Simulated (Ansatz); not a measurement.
# ZnSe: pressure up to the limit of the methods

The task here is to estimate one member of a computed series from the others.

Program: Ansatz 0.2.0. Level of theory: DFT, LDA, PAW with Ansatz's default frozen-core files, scalar-relativistic. These are calculated values, not measurements.

### Starting point

The structure is cubic, space group Fm-3m (No. 225). Conventional cell: a = 4.988 Å, b = 4.988 Å, c = 4.988 Å, α = 90.00°, β = 90.00°, γ = 90.00°. Zn (site symmetry m-3m) is surrounded by 6 Se at 2.49 Å. Se (site symmetry m-3m) has 6 Zn at 2.49 Å as nearest neighbours.

Coordinates:

```cif
data_structure
_symmetry_space_group_name_H-M 'Fm-3m'
_symmetry_Int_Tables_number 225
_cell_length_a 4.9880
_cell_length_b 4.9880
_cell_length_c 4.9880
_cell_angle_alpha 90.000
_cell_angle_beta 90.000
_cell_angle_gamma 90.000
_cell_volume 124.10
loop_
_atom_site_label
_atom_site_type_symbol
_atom_site_symmetry_multiplicity
_atom_site_Wyckoff_symbol
_atom_site_fract_x
_atom_site_fract_y
_atom_site_fract_z
_atom_site_occupancy
Zn1 Zn 4 a 0.00000 0.00000 0.00000 1
Se1 Se 4 b 0.50000 0.00000 0.00000 1
```

The file gives the conventional cell by its symmetry; the runs use the cell typed in the input.

Whether this phase is the stable one at these pressures isn't tested.

Atoms are numbered in the order of the input: Zn1, Se2.

The first run:

Contents of input.yaml:

```yaml
crystal:
  lattice:
    - [0.0, 2.4940015978, 2.4940015978]
    - [2.4940015978, 0.0, 2.4940015978]
    - [2.4940015978, 2.4940015978, 0.0]
  atoms:
    - { symbol: Zn, position: [0.0, 0.0, 0.0] }
    - { symbol: Se, position: [0.5, 0.5, 0.5] }
kpoints:
  mp_grid: { grid: [13, 13, 13] }
scf:
  occupations: { method: fermi_dirac, width: 0.1 }
hamiltonian:
  xc: lda
  pseudopotentials: { kind: paw }
output:
  forces: true
  stress: true
relax:
  f_tol: 0.005
  max_steps: 40
  cell: {}
```

On the command line:

```
> ansatz run input.yaml --threads 1 --pin off --max-ram 2048MiB --backend cpu --events-out ev --progress --plain --runs-dir out
```

Among the steps run: Cell relaxed at zero pressure, PAW; Volume scaled by 1, PAW; Volume scaled by 0.94, PAW; Volume scaled by 0.88, PAW; Volume scaled by 0.8, PAW; Volume scaled by 0.72, PAW; Volume scaled by 0.64, PAW; Volume scaled by 0.55, PAW; Volume scaled by 0.55, PAW (cutoff 250 eV).

One of the session's tables, all rows but one given; the rest of the session is left out.

```
             method  volume over the first  volume (Å³/atom)  pressure (GPa)
                PAW                      1            17.712            0.04
                PAW                   0.94            16.650            6.43
                PAW                   0.88            15.587           15.40
                PAW                    0.8                 ?               ?
                PAW                   0.72            12.753           62.57
                PAW                   0.64            11.336          111.16
                PAW                   0.55             9.742          210.05
PAW (cutoff 250 eV)                   0.55             9.742          219.99
```

Q: Estimate the row for PAW, 0.8 from the others.

As computed: volume (Å³/atom): 14.170; pressure (GPa): 33.41. In the column «volume (Å³/atom)» it lies between PAW, 0.72 (12.753) and PAW, 0.88 (15.587).

Caveats from the session: Warnings in the runs' records: cutoff below recommended.
